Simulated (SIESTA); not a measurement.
## GaCuSe2 under changes of volume

One of the cells (22.194 Å³/atom); the others are scaled copies at fixed shape and fractional positions:

```
Se Ga Cu
1.0
    -2.82816    2.82816    5.54951
     2.82816   -2.82816    5.54951
     2.82816    2.82816   -5.54951
Se Ga Cu
4 2 2
Cartesian
  1.4141 -1.4106 4.1621
  1.4106 1.4141 6.9369
  1.4141 4.2387 -1.3874
  1.4176 1.4141 1.3874
  2.8282 0.0000 2.7748
  0.0000 0.0000 5.5495
  0.0000 2.8282 2.7748
  0.0000 0.0000 0.0000
```

```yaml
Program: SIESTA 5.4.2
Functional: PBE
Potentials_or_basis: PseudoDojo 0.4 standard (PBE files)
Basis: DZP (energy shift 0.003 Ry; two zetas on semicore shells)
Grid_cutoff: 800 Ry
Energy_shift: 0.003 Ry
k_mesh: 7 × 7 × 7
Occupations: fermi-dirac, width 0.05 eV
Spin: no spin polarisation
```

```csv
volume (Å³/atom),energy over the lowest point (meV/atom),pressure (GPa),gap on the mesh (eV),largest force (eV/Å)
20.453,69.84,9.8,0.77,0.498
20.888,?,?,?,?
21.323,27.81,5.8,0.54,0.433
22.194,6.69,2.5,0.33,0.362
22.629,1.71,1.2,0.23,0.338
23.064,0.00,0.0,0.14,0.315
```

Task: What does the run at 20.888 Å³/atom give?

Result: Energy over the lowest point 46.14 meV/atom; pressure 7.7 GPa; gap on the mesh 0.65 eV; largest force 0.465 eV/Å.

Worked out: A Birch-Murnaghan fit of order 3 (a polynomial in V^(-2/3)) to the other rows has its minimum at 23.16 Å³/atom, just outside them, with B0 = V·E''(V) = 46 GPa (rough, since the energies scatter) at fixed shape and positions, which overstates the stiffness. It gives 45.77 meV/atom at 20.888 Å³/atom, against the run's 46.14, and -dE/dV = 7.7 GPa, against 7.7. A straight line through the other rows of the gap, of slope -5.26 eV per unit of ln V (its deformation potential), gives 0.65 eV, against the run's 0.65.

Energies are extrapolated to zero smearing.

Caveats: short orbitals over semicore shells can move pressures by several GPa; an odd mesh through Γ misses points on the zone boundary, where band edges often lie; the basis of atomic orbitals isn't converged, which shifts pressures, moduli and gaps. Spin-orbit coupling on Ga, Se is left out.
